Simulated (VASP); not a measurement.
# CuI, density of states: which settings are enough?

CuI, F-43m (no. 216), 2 atoms in the cell. PBEsol; PAW potentials I, Cu (PBE set). VASP 6.6.1.

Wanted: density of states by 0.5 eV bins within 8 %; centre of the states within 12 eV below the valence top within 0.03 eV.

What the run is for: density of states; Accuracy asked: standard; k mesh of the density: 6 × 6 × 6.

POSCAR:
```
CuI
1.0
    0.0000000000      3.0315000000      3.0315000000
    3.0315000000      0.0000000000      3.0315000000
    3.0315000000      3.0315000000      0.0000000000
I Cu
1 1
Direct
    0.0000000000      0.0000000000      0.0000000000
    0.7500000000      0.7500000000      0.7500000000
```

The series start from Plane-wave cutoff (eV): 340; k-point mesh: 10 × 10 × 10; Energy points (NEDOS): 2001; Occupations for the DOS: ISMEAR=-5; Electronic threshold (eV): 1e-6; Precision mode (PREC): Accurate. Each series keeps the choices made before it, and each single choice may use up half of a tolerance. Times cover all steps of a run.

## Plane-wave cutoff (eV)

| Plane-wave cutoff (eV) | Density of states by 0.5 eV bins, largest deviation against the largest value | Centre of the states within 12 eV below the valence top (eV) | Time (s) |
|---|---|---|---|
| 240 | 1.8 % | -2.524 | 13 |
| 300 | 0.96 % | -2.532 | 14 |
| 340 | 2.1 % | -2.536 | 20 |
| 380 | 1.6 % | -2.534 | 19 |
| 470 (reference) | 0 % | -2.530 | 22 |

Chosen: 240, the loosest value from which every tighter one stays within half of the tolerance.

## k-point mesh

| k-point mesh | Density of states by 0.5 eV bins, largest deviation against the largest value | Centre of the states within 12 eV below the valence top (eV) | Time (s) |
|---|---|---|---|
| 4 × 4 × 4 | 8.1 % | -2.520 | 8.4 |
| 6 × 6 × 6 | 4.7 % | -2.525 | 9.1 |
| 7 × 7 × 7 | 2.1 % | -2.519 | 9.6 |
| 9 × 9 × 9 | 3.6 % | -2.527 | 12 |
| 10 × 10 × 10 | 2.9 % | -2.524 | 13 |
| 12 × 12 × 12 | 1.3 % | -2.522 | 16 |
| 15 × 15 × 15 | 1.2 % | -2.521 | 22 |
| 18 × 18 × 18 (reference) | 0 % | -2.519 | 35 |

Chosen: 7 × 7 × 7.

## Energy points (NEDOS)

| Energy points (NEDOS) | Density of states by 0.5 eV bins, largest deviation against the largest value | Centre of the states within 12 eV below the valence top (eV) | Time (s) |
|---|---|---|---|
| 301 | 8.2 % | -2.525 | 13 |
| 501 | 8 % | -2.496 | 13 |
| 1001 | 5.3 % | -2.505 | 13 |
| 2001 | 1.5 % | -2.519 | 9.6 |
| 4001 (reference) | 0 % | -2.526 | 12 |

Chosen: 2001.

## Occupations for the DOS

| Occupations for the DOS | Density of states by 0.5 eV bins, largest deviation against the largest value | Centre of the states within 12 eV below the valence top (eV) | Time (s) |
|---|---|---|---|
| ISMEAR=-5 | 0 % | -2.519 | 9.6 |
| ISMEAR=-4 | 0 % | -2.519 | 14 |
| ISMEAR=0 SIGMA=0.05 | 9.3 % | -2.519 | 14 |
| ISMEAR=0 SIGMA=0.1 | 8.4 % | -2.519 | 14 |
| ISMEAR=-15 SIGMA=0.025 | 0 % | -2.519 | 14 |

Chosen: ISMEAR=-5; no other choice that stays within half of the tolerance saves 30 % of the time.

## Electronic threshold (eV)

| Electronic threshold (eV) | Density of states by 0.5 eV bins, largest deviation against the largest value | Centre of the states within 12 eV below the valence top (eV) | Time (s) |
|---|---|---|---|
| 0.001 | 1.4 % | -2.527 | 11 |
| 0.0001 | 2.4 % | -2.523 | 11 |
| 1e-5 | 0.0084 % | -2.519 | 11 |
| 1e-6 (reference) | 0 % | -2.519 | 9.6 |

Chosen: 0.001.

## Precision mode (PREC)

| Precision mode (PREC) | Density of states by 0.5 eV bins, largest deviation against the largest value | Centre of the states within 12 eV below the valence top (eV) | Time (s) |
|---|---|---|---|
| Normal | 0.06 % | -2.527 | 6.4 |
| Accurate (reference) | 0 % | -2.527 | 11 |

Chosen: Normal.

## All choices together

| Input | Density of states by 0.5 eV bins, largest deviation against the largest value | Centre of the states within 12 eV below the valence top (eV) | Time (s) |
|---|---|---|---|
| defaults for smearing, thresholds and mesh (naive) | 9.3 % | -2.500 | 11 |
| chosen settings | 2.4 % | -2.527 | 6.4 |
| reference settings throughout | 0 % | -2.534 | 74 |

The tolerance is met.

## The input

INCAR.step1:
```
SYSTEM = CuI
ALGO     = Normal         ! electronic algorithm
EDIFF    = 0.001          ! SCF threshold, eV
EFERMI   = MIDGAP       
ENCUT    = 240            ! plane-wave cutoff, eV
GGA      = PS             ! functional
GGA_COMPAT= .FALSE.      
ISMEAR   = 0              ! smearing method
LASPH    = .TRUE.         ! aspherical terms in the spheres
LCHARG   = .TRUE.         ! write CHGCAR
LMAXMIX  = 4              ! l up to which the mixer works
LREAL    = .FALSE.        ! projectors in reciprocal space
LWAVE    = .FALSE.        ! write WAVECAR
NBANDS   = 25             ! bands
NELM     = 120            ! most SCF steps
PREC     = Normal         ! precision mode
SIGMA    = 0.03           ! smearing width, eV
```

INCAR.step2, as INCAR.step1 but for:
```
- ISMEAR = 0
- LCHARG = .TRUE.
- SIGMA = 0.03
+ EMAX = 12.7977
+ EMIN = -12.2023
+ ICHARG = 11
+ ISMEAR = -5
+ LCHARG = .FALSE.
+ LORBIT = 11
+ NEDOS = 2001
```

KPOINTS.step1:
```
k-points
0
Gamma
  6 6 6
```

KPOINTS.step2:
```
Automatic mesh
0
Gamma
  7 7 7
  0 0 0
```

Commands (each step's output is kept before the next begins):
```
cat potpaw_PBE.64/I/POTCAR potpaw_PBE.64/Cu/POTCAR > POTCAR
cp INCAR.step1 INCAR
cp KPOINTS.step1 KPOINTS
mpirun -np 1 vasp_std > vasp.out
cp INCAR.step2 INCAR
cp KPOINTS.step2 KPOINTS
mpirun -np 1 vasp_std > vasp.out
```

The chosen input took VASP 6.6.1 6.4 s on 1 core (AMD EPYC 9R45 (Zen 5)), a shared host.

## An input that fails: tetrahedra on too few k points

VASP's message: IBZKPT: tetrahedron method fails for NKPT<4. NKPT = 1.

k mesh: 10 × 10 × 10 becomes 1 × 1 × 1.

Changes against the starting input:
```
(step 2)
- NELM = 120
+ NELM = 51
```
